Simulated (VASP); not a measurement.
Here is a VASP 6.6.1 calculation.

INCAR

```
SYSTEM = Re
PREC = Accurate
ENCUT = 520
EDIFF = 1E-7
ISMEAR = 0
SIGMA = 0.1
LREAL = .False.
LASPH = .True.
NELM = 100
ALGO = Fast
ISIF = 2
LWAVE = .False.
LCHARG = .False.
LDIPOL = .True.
IDIPOL = 3
DIPOL = 0.5 0.5 0.295
GGA = PE
NBANDS = 14
```

The input KPOINTS:

```
regular mesh
0
Gamma
  9 9 1
  0 0 0
```

POSCAR

```
Re
1.0
    2.7475309093      0.0000002088      0.0000000000
   -1.3737656354      2.3794314607      0.0000000000
    0.0000000000      0.0000000000     28.7976974000
Re
2
Direct
    0.0000000000      0.0000000000      0.3342758199
    0.0000000000      0.0000000000      0.2560491552
```

Potentials or basis: VASP PAW PBE potentials, release 64 (Re).

The run is started by

```console
$ cat potpaw_PBE.64/Re/POTCAR > POTCAR
$ mpirun -np 1 vasp_std > vasp.out
```

(1) What does it give for the largest force?

(2) What does it give for the band gap on the k mesh?

Results:

(1) 0.498 eV/Å.

(2) none (metal or under the smearing width).
